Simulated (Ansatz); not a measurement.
**Errors in the atomisation enthalpy at 298 K**

10 molecules with oxygen; the atomisation enthalpy at 298 K in kJ/mol, computed less measured. Shapes, held fixed at every level: PBE0-D4/def2-TZVP. Flexible molecules stand in one conformer, not always the lowest. Thermal terms are harmonic and unscaled (PBE0-D4/def2-TZVP); the spin-orbit lowering of the free atoms is taken from their spectra. Programs: Ansatz 0.2.0. Measured values: Active Thermochemical Tables, CRC Handbook of Chemistry and Physics, NIST-JANAF tables.

Levels: A = PBE-D4/def2-TZVPP; B = BHLYP-D4/def2-TZVPP; C = MP2/def2-TZVPP; D = CCSD/def2-TZVPP.

| molecule | from tabulated heats | A | B | C | D |
| --- | --- | --- | --- | --- | --- |
| CO2 (carbon dioxide) | 1609 | +112 | -136 | +51 | -111 |
| CHFO (formyl fluoride) | 1646 | +87 | -117 | +25 | -95 |
| SO3 (sulfur trioxide) | 1420 | +125 | -225 | +49 | -178 |
| C2H3ClO (acetyl chloride) | 2700 | +111 | -128 | 0 | -142 |
| CH4N2O (SMILES NC(N)=O) | 3029 | +129 | -148 | -45 | -190 |
| C3H6O (acetone) | 3924 | +101 | -127 | -36 | -160 |
| C4H8O2 (2-methyl-1,3-dioxolane) | 5462 | +143 | -208 | -42 | -240 |
| C4H10O (1-butanol) | 5572 | +95 | -153 | -74 | -201 |
| C4H10OS (diethyl sulfoxide) | 5779 | +126 | -197 | -87 | -264 |
| C5H10O (cyclopentanol) | 6256 | +134 | -191 | -61 | -245 |

**Question.** Sum up the errors.

**Answer.** 
| level | kind | mean error | mean absolute error | worst case |
| --- | --- | --- | --- | --- |
| PBE-D4/def2-TZVPP | GGA | +116.3 | 116.3 | C4H8O2 |
| BHLYP-D4/def2-TZVPP | global hybrid | -163.0 | 163.0 | SO3 |
| MP2/def2-TZVPP | perturbation theory | -22.0 | 47.0 | C4H10OS |
| CCSD/def2-TZVPP | coupled cluster or CI | -182.6 | 182.6 | C4H10OS |

On this set MP2/def2-TZVPP has the smallest mean absolute error and CCSD/def2-TZVPP the largest. PBE-D4/def2-TZVPP is too high in 10 of 10; BHLYP-D4/def2-TZVPP is too low in 10 of 10; CCSD/def2-TZVPP is too low in 10 of 10. The tabulated value of CH4N2O is in doubt (older tables, estimates, or at odds with other calculations) and kept here. Over the 9 molecules whose values aren't doubted the mean absolute errors are A 114.9; B 164.7; C 47.2; D 181.8. For CCSD/def2-TZVPP the error grows with the size of the molecule. Correlated wave functions converge slowly with the basis. CCSD also lacks the triples, which bind further. The set is small.
